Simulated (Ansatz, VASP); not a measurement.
## TaN: VASP beside Ansatz

The input INCAR:

```
PREC = Accurate ; ENCUT = 600
EDIFF = 1E-6 ; ISMEAR = -1
SIGMA = 0.05 ; LREAL = False
LASPH = True ; NELM = 80
ALGO = Normal ; ISIF = 3
LWAVE = False ; LCHARG = False
GGA = B5 ; ALDAX = 1.0
AGGAX = 1.0 ; AGGAC = 1.0
ALDAC = 0.0 ; IVDW = 12
VDW_S6 = 1.0 ; VDW_S8 = 2.6996
VDW_A1 = 0.4298 ; VDW_A2 = 4.2359
IBRION = 2 ; NSW = 80
EDIFFG = -0.02
```

File KPOINTS:

```
Automatic mesh
0
Gamma
  10 10 10
```

The input POSCAR:

```
TaN
1.0
    0.0000000000      2.2113230000      2.2113230000
    2.2113230000      0.0000000000      2.2113230000
    2.2113230000      2.2113230000      0.0000000000
Ta N
1 1
Direct
    0.5000000000      0.5000000000      0.5000000000
    0.0000000000      0.0000000000      0.0000000000
```

File input.yaml:

```yaml
crystal:
  lattice:
    - [0.0, 2.211323, 2.211323]
    - [2.211323, 0.0, 2.211323]
    - [2.211323, 2.211323, 0.0]
  atoms:
    - { symbol: Ta, position: [0.5, 0.5, 0.5] }
    - { symbol: "N", position: [0.0, 0.0, 0.0] }
kpoints:
  mp_grid: { grid: [10, 10, 10] }
scf:
  occupations: { method: fermi_dirac, width: 0.05 }
hamiltonian:
  xc: blyp
  dispersion: d3bj
  pseudopotentials: { kind: all_electron, lapw: { basis_error: 0.001 } }
output:
  forces: true
  stress: true
relax:
  f_tol: 0.02
  max_steps: 60
  cell: {}
```

The cell comes from a database or a generator and needn't be the stable form of this composition.

Alike in both runs: task relaxation of cell and atoms; functional BLYP; dispersion D3(BJ); k mesh 10 × 10 × 10; occupations fermi-dirac, width 0.05 eV; no spin polarisation.

|  | VASP | Ansatz |
| --- | --- | --- |
| version | VASP 6.6.1 | Ansatz 0.2.0 |
| potentials or method | VASP PAW PBE potentials, release 64 (Ta_pv, N) | all-electron LAPW, scalar-relativistic |
| plane-wave cutoff (eV) | 600 | see its input |

Ansatz gave:

```
relaxed volume (Å³/atom)                                     : 10.60
relaxed cell length with the largest relative difference (Å) : 3.106
energy change over the relaxation (meV/atom)                 : -5
```

Task: Estimate VASP's values.

Result: Relaxed volume (Å³/atom): 10.66; relaxed cell length with the largest relative difference (Å): 3.112; energy change over the relaxation (meV/atom): -2.

Ansatz ran all-electron here, so the differences hold the error of VASP's frozen core and of both bases.

Caveats: the PAW data sets were made with another functional, which shifts forces and pressure a little (VASP); pairwise dispersion overbinds metals, which lowers pressure and volume (VASP). Spin-orbit coupling is left out, which matters for the levels of Ta.
